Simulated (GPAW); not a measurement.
## KI: band structure with PBEsol

**What was measured.**

From a printed reference work, monograph, for a bulk crystal of KI: band gap 6.32 eV.

Crystal: KI.

```
CELL_PARAMETERS angstrom
0.00000 3.53277 3.53277
3.53277 0.00000 3.53277
3.53277 3.53277 0.00000
ATOMIC_POSITIONS crystal
I 0.50000 0.50000 0.50000
K 0.00000 0.00000 0.00000
```

- Program: GPAW 26.7.0
- Task: band structure
- Functional: PBEsol
- Potentials or basis: PAW data sets generated in the run's folder for this functional
- Cutoff: 600 eV
- Basis: pw
- k mesh: 7 × 7 × 7
- Occupations: fermi-dirac, width 0.05 eV
- Spin: spin-orbit coupling, no magnetisation
- Maxiter: 150
- Band path: GXWKGLUWLK,UX
- Band points: 100
- spin axis theta (degrees): 54.7
- spin axis phi (degrees): 45
- Soc after scf: second variation

* Pressure: -0.3 GPa
* Band gap on the k mesh: 3.45 eV, direct
* Band gap along the path: 3.46 eV, direct

Levels at the corners of the path, in eV from the valence-band top:
```csv
point,band 12,band 13,band 14,band 15,band 16,band 17,band 18,band 19,band 20,band 21
Γ,-1.14,0.00,0.00,0.00,0.00,3.46,3.46,6.07,6.07,6.07
X,-1.71,-0.79,-0.79,-0.41,-0.41,4.47,4.47,5.32,5.32,7.70
W,-1.70,-0.82,-0.82,-0.71,-0.71,5.94,5.94,6.07,6.07,6.23
K,-1.72,-0.91,-0.91,-0.55,-0.55,5.15,5.15,6.20,6.20,7.15
Γ,-1.14,0.00,0.00,0.00,0.00,3.46,3.46,6.07,6.07,6.07
L,-1.93,-0.87,-0.87,-0.37,-0.37,5.02,5.02,7.24,7.24,7.71
U,-1.72,-0.91,-0.91,-0.55,-0.55,5.15,5.15,6.20,6.20,7.15
W,-1.70,-0.82,-0.82,-0.71,-0.71,5.94,5.94,6.07,6.07,6.23
L,-1.93,-0.87,-0.87,-0.37,-0.37,5.02,5.02,7.24,7.24,7.71
K,-1.72,-0.91,-0.91,-0.55,-0.55,5.15,5.15,6.20,6.20,7.15
U,-1.72,-0.91,-0.91,-0.55,-0.55,5.15,5.15,6.20,6.20,7.15
X,-1.71,-0.79,-0.79,-0.41,-0.41,4.47,4.47,5.32,5.32,7.70
```

It took 110 s on 1 thread of Arm Neoverse V2, with other jobs on the host, peak memory 0.44 GiB.

Against the measured gap of KI, 6.32 eV (a printed reference work, monograph), the calculated 3.46 eV is off by -2.86 eV. The value is that of PBEsol, without temperature or zero-point motion. Semilocal functionals fall short of measured gaps as a rule.

Caveat: spin-orbit coupling was added after a scalar SCF, so levels and gaps hold it while energy, forces, pressure and moments don't; this program's spin-orbit splittings come out too wide for heavy elements.
